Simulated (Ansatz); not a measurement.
# RbCl in the rocksalt structure

**What was measured.** A cell as deposited of cubic RbCl (space group Fm-3m), temperature not stated, from the Crystallography Open Database (1969, doi:10.1177/000271625731300103), has a = 6.579 Å and 35.59 Å³/atom.

Computed with Ansatz (plane waves, PAW, 500 eV cutoff): r²SCAN, scalar-relativistic, no spin polarisation, Γ-centred 6×6×6 mesh, 0.05 eV Gaussian smearing. The datasets are Ansatz's generated set soft_2.

```xyz
2
Lattice="0.0000 3.3069 3.3069 3.3069 0.0000 3.3069 3.3069 3.3069 0.0000" Properties=species:S:1:pos:R:3 pbc="T T T"
Rb    3.3069    3.3069    3.3069
Cl    0.0000    0.0000    0.0000
```

The start was a prototype's sites filled with these elements; the Crystallography Open Database holds the compound in this structure.

The cell above was scaled in volume, its shape and atoms being fixed by the lattice's symmetry. Energies are counted from the cell above.

Cell and atoms are those of this level's equilibrium.

| V (Å³/atom) | ΔE (meV/atom) | P from the stress (GPa) |
| --- | --- | --- |
| 34.716 | 3.35 | 0.77 |
| 35.440 | 0.82 | 0.36 |
| 36.163 | 0.00 | 0.01 |
| 36.886 | 0.68 | -0.31 |
| 37.609 | 2.72 | -0.59 |
| 38.694 | 7.95 | -0.95 |

Q: Do the energies and the pressures agree? Compare −ΔE/ΔV between neighbouring points (1 meV/Å³ = 0.1602 GPa) with the mean of their pressures.

A: 
```csv
interval (Å³/atom),−ΔE/ΔV (GPa),mean P (GPa)
34.72 to 35.44,0.6,0.6
35.44 to 36.16,0.2,0.2
36.16 to 36.89,-0.2,-0.2
36.89 to 37.61,-0.5,-0.4
37.61 to 38.69,-0.8,-0.8
```
They differ by 0.01 GPa at most.

Q: What do the two routes give for V0, B0 and B0′?

A: A third-order Birch–Murnaghan fit of the energies: V0 = 36.18 Å³/atom, B0 = 16.7 GPa, B0′ = 5.1. A polynomial of P in ln V, with B = −dP/d ln V at P = 0: V0 = 36.18 Å³/atom, B0 = 16.7 GPa, B0′ = 5.1.

B0·V0 = 16.7 GPa × 36.18 Å³ = 3.77 eV/atom sets the scale: near the minimum ΔE ≈ ½ B0 V0 x², with x = V/V0 − 1, and a pressure of 0.17 GPa squeezes the volume by about 1 %. At the ends of the curve: x = −4.0 % predicts 3.1 meV/atom and the run gives 3.4; x = +7.0 % predicts 9.1 meV/atom and the run gives 8.0. The lopsidedness is anharmonic: atoms resist being pushed together more than being pulled apart.

**Comparison.** The computed cell (6.614 Å, 36.16 Å³/atom) differs from the database's by +1.6 % in volume, about +0.5 % in length. The static lattice lacks zero-point motion and thermal expansion, roughly 2.1 to 5.1 % in volume at 300 K (room temperature assumed) by Grüneisen's rule, γ·3k_BT/(B0·V0) with γ of 1 to 2.5, so this level's own overestimate is larger than the figure, nearer 4 to 7 %.

